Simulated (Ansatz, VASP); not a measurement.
**One calculation of Cd, two programs**

Contents of POSCAR:

```
Cd
1.0
    0.0000000000      2.2181497500      2.2181497500
    2.2181497500      0.0000000000      2.2181497500
    2.2181497500      2.2181497500      0.0000000000
Cd
1
Direct
    0.0000000000      0.0000000000      0.0000000000
```

File INCAR.step1:

```
ALGO = Normal
EDIFF = 1E-5
ENCUT = 500
GGA = PE
ISIF = 2
ISMEAR = 1
LASPH = True
LCHARG = False
LREAL = False
LWAVE = True
NELM = 60
PREC = Accurate
SIGMA = 0.1
```

INCAR.step2

```
ALGO = Normal
EDIFF = 1E-6
ENCUT = 500
GGA = PE
HFSCREEN = 0.3
ISIF = 2
ISMEAR = 1
ISTART = 1
LASPH = True
LCHARG = False
LHFCALC = True
LREAL = False
LWAVE = False
NELM = 60
PREC = Accurate
PRECFOCK = Fast
SIGMA = 0.1
```

The input KPOINTS:

```
k-points
0
Gamma
  5 5 5
```

File KPOINTS_OPT:

```
path GXWKGLUWLK,UX
12
line-mode
reciprocal
 0.0000000000  0.0000000000  0.0000000000  G
 0.5000000000  0.0000000000  0.5000000000  X

 0.5000000000  0.0000000000  0.5000000000  X
 0.5000000000  0.2500000000  0.7500000000  W

 0.5000000000  0.2500000000  0.7500000000  W
 0.3750000000  0.3750000000  0.7500000000  K

 0.3750000000  0.3750000000  0.7500000000  K
 0.0000000000  0.0000000000  0.0000000000  G

 0.0000000000  0.0000000000  0.0000000000  G
 0.5000000000  0.5000000000  0.5000000000  L

 0.5000000000  0.5000000000  0.5000000000  L
 0.6250000000  0.2500000000  0.6250000000  U

 0.6250000000  0.2500000000  0.6250000000  U
 0.5000000000  0.2500000000  0.7500000000  W

 0.5000000000  0.2500000000  0.7500000000  W
 0.5000000000  0.5000000000  0.5000000000  L

 0.5000000000  0.5000000000  0.5000000000  L
 0.3750000000  0.3750000000  0.7500000000  K

 0.6250000000  0.2500000000  0.6250000000  U
 0.5000000000  0.0000000000  0.5000000000  X
```

Contents of input.yaml:

```yaml
crystal:
  lattice:
    - [0.0, 2.21814975, 2.21814975]
    - [2.21814975, 0.0, 2.21814975]
    - [2.21814975, 2.21814975, 0.0]
  atoms:
    - { symbol: Cd, position: [0.0, 0.0, 0.0] }
hamiltonian:
  xc: { exchange: pbe, correlation: pbe, exx: { coeff: 0.25, omega: 0.3 } }
  pseudopotentials: { kind: paw }
kpoints:
  mp_grid: { grid: [5, 5, 5] }
  band_path:
    path:
      - [[0.0, 0.0, 0.0], [0.5, 0.0, 0.5], [0.5, 0.25, 0.75], [0.375, 0.375, 0.75], [0.0, 0.0, 0.0], [0.5, 0.5, 0.5], [0.625, 0.25, 0.625], [0.5, 0.25, 0.75], [0.5, 0.5, 0.5], [0.375, 0.375, 0.75]]
      - [[0.625, 0.25, 0.625], [0.5, 0.0, 0.5]]
    npoints: 4
scf:
  occupations: { method: methfessel_paxton, width: 0.1 }
  n_extra_bands: 6
output:
  forces: true
  stress: true
  eigenvalues: true
  fatbands: false
```

This isn't the form of Cd at room conditions, which is hcp.

Alike in both runs: task band structure; functional HSE03; k mesh 5 × 5 × 5; occupations methfessel-paxton of order 1, width 0.1 eV; no spin polarisation.

|  | VASP | Ansatz |
| --- | --- | --- |
| version | VASP 6.6.1 | Ansatz 0.2.0 |
| potentials or method | VASP PAW PBE potentials, release 64 (Cd) | Ansatz PAW |
| plane-wave cutoff (eV) | 500 | 420 |
| valence electrons in the cell | 12 | 20 |

VASP gave:

| Quantity | Value |
| --- | --- |
| gap on the k mesh at the Fermi level (eV) | none |
| pressure (GPa) | 2.7 |

Problem. What did Ansatz give for the same quantities?

Solution. gap on the k mesh at the Fermi level (eV): none; pressure (GPa): 2.5.

A gap of «none» marks a metal or a gap that the smearing closes. With one functional, cell and mesh, what is left measures potentials, basis and numerics. The two sets of potentials don't hold the same shells in valence.

Caveats: the k mesh is coarse (spacing up to 0.49 Å⁻¹), so the values aren't converged, least of all with exact exchange; the PAW data sets were made with another functional, which shifts forces and pressure a little (VASP); the PAW data sets come from PBE, with cores solved anew for the run's functional, which leaves a small shift of forces and pressure (Ansatz); the thresholds are loose for stress (Ansatz).
